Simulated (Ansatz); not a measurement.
# AlNi (P4/mmm), symmetry broken, then relaxed

Computed with DFT r2SCAN, scalar-relativistic, plane waves, PAW in Ansatz 0.2.0. Settings: plane waves to 500 eV, k-mesh 12×8×8 (Γ-centred), Gaussian smearing 0.15 eV. No spin polarisation. A magnetic state may lie lower. Energies are free energies at this smearing, counted from the undisturbed cell; pressure is positive in compression.

The undisturbed cell (relaxed at this level; it needn't be the usual structure):

```yaml
crystal:
  lattice:
    - [-2.02239, 2.02217, 0.00000]
    - [2.02239, 2.02217, 2.87002]
    - [2.02239, 2.02217, -2.87002]
  atoms:
    - { symbol: Al, position: [0.00000, 0.00000, 0.00000] }
    - { symbol: Al, position: [0.00000, 0.50000, 0.50000] }
    - { symbol: Ni, position: [0.50000, 0.50000, 0.00000] }
    - { symbol: Ni, position: [0.50000, 0.00000, 0.50000] }
```

The atoms are displaced (Å, in the unstrained cell):

| atom | ux | uy | uz |
| --- | --- | --- | --- |
| Al1 | 0.121 | 0.128 | -0.142 |
| Al2 | -0.121 | -0.128 | 0.142 |
| Ni3 | 0.158 | -0.059 | -0.083 |
| Ni4 | -0.158 | 0.059 | 0.083 |

Cell and atoms are then relaxed.

Task: Does the relaxation return to the undisturbed structure?

Result: Yes (up to a choice of domain or origin): same space group and volume, and an energy -0.1 meV/atom from it. The disturbance itself cost 325.0 meV/atom. The final space group reads Pm-3m (tolerance 0.05 Å) and the volume changes by 0.01 %.

Final structure:

```xyz
4
Lattice="-2.0158 2.0158 0.0000 2.0295 2.0295 2.8692 2.0295 2.0295 -2.8693" Properties=species:S:1:pos:R:3 pbc="T T T"
Al    0.0137    4.0452    2.8692
Al    2.0295    2.0295    0.0000
Ni    2.0364    4.0521   -1.4346
Ni    0.0069    2.0226   -1.4346
```

The relaxation, step by step (energy from the first step; small jumps at an unchanged geometry come where the plane waves are selected anew for the new cell):

| step | ΔE (meV/atom) | largest force component (eV/Å) | pressure (GPa) |
| --- | --- | --- | --- |
| 1 | 0.0 | 2.497 | 13.55 |
| 2 | -214.0 | 1.372 | 10.25 |
| 3 | -316.3 | 0.023 | -5.56 |
| 4 | -325.0 | 0.002 | 0.10 |
| 5 | -325.1 | 0.000 | -0.01 |
| 6 | -325.1 | 0.000 | -0.01 |

Frames along the relaxation (Å, eV/Å):

```xyz
4
Lattice="-2.022 2.022 0.000 2.022 2.022 2.870 2.022 2.022 -2.870" Properties=species:S:1:pos:R:3:forces:R:3 pbc="T T T" step=1
Al   -1.902    2.150   -0.142   -2.440   -1.841    2.371
Al   -0.121    3.917    0.142    2.440    1.841   -2.371
Ni    2.180    3.985   -1.518   -2.497   -0.035    2.126
Ni   -0.158    2.081   -1.352    2.497    0.035   -2.126
4
Lattice="-2.008 2.039 -0.027 2.028 2.020 2.879 1.918 1.986 -2.777" Properties=species:S:1:pos:R:3:forces:R:3 pbc="T T T" step=2
Al   -1.961    2.109   -0.091   -1.250   -1.046    1.259
Al   -0.083    3.971    0.088    1.250    1.046   -1.259
Ni    2.009    3.986   -1.399   -1.372   -0.035    1.206
Ni   -0.127    2.042   -1.355    1.372    0.035   -1.206
4
Lattice="-2.050 2.062 -0.010 2.052 2.049 2.912 2.015 2.042 -2.881" Properties=species:S:1:pos:R:3:forces:R:3 pbc="T T T" step=3
Al   -2.049    2.061   -0.010   -0.012   -0.003    0.007
Al   -0.017    4.108    0.004    0.012    0.003   -0.007
Ni    2.020    4.098   -1.433   -0.023    0.000    0.013
Ni   -0.021    2.052   -1.444    0.023    0.000   -0.013
4
Lattice="-2.024 2.023 0.001 2.023 2.023 2.864 2.025 2.024 -2.865" Properties=species:S:1:pos:R:3:forces:R:3 pbc="T T T" step=4
Al   -2.024    2.023    0.001    0.001   -0.001    0.000
Al    0.001    4.047   -0.001   -0.001    0.001    0.000
Ni    2.025    4.048   -1.434   -0.001   -0.001    0.002
Ni    0.000    2.023   -1.432    0.001    0.001   -0.002
4
Lattice="-2.016 2.016 0.000 2.029 2.029 2.869 2.030 2.029 -2.869" Properties=species:S:1:pos:R:3:forces:R:3 pbc="T T T" step=5
Al   -2.016    2.016    0.000    0.000    0.000    0.000
Al    0.014    4.045    0.000    0.000    0.000    0.000
Ni    2.036    4.052   -1.435    0.000    0.000    0.000
Ni    0.007    2.023   -1.435    0.000    0.000    0.000
4
Lattice="-2.016 2.016 0.000 2.029 2.029 2.869 2.030 2.029 -2.869" Properties=species:S:1:pos:R:3:forces:R:3 pbc="T T T" step=6
Al   -2.016    2.016    0.000    0.000    0.000    0.000
Al    0.014    4.045    0.000    0.000    0.000    0.000
Ni    2.036    4.052   -1.435    0.000    0.000    0.000
Ni    0.007    2.023   -1.435    0.000    0.000    0.000
```

Cost: 3 runs of about 8.2 core-minutes in all, on Intel Xeon Processor @ 2.70GHz (shared hosts).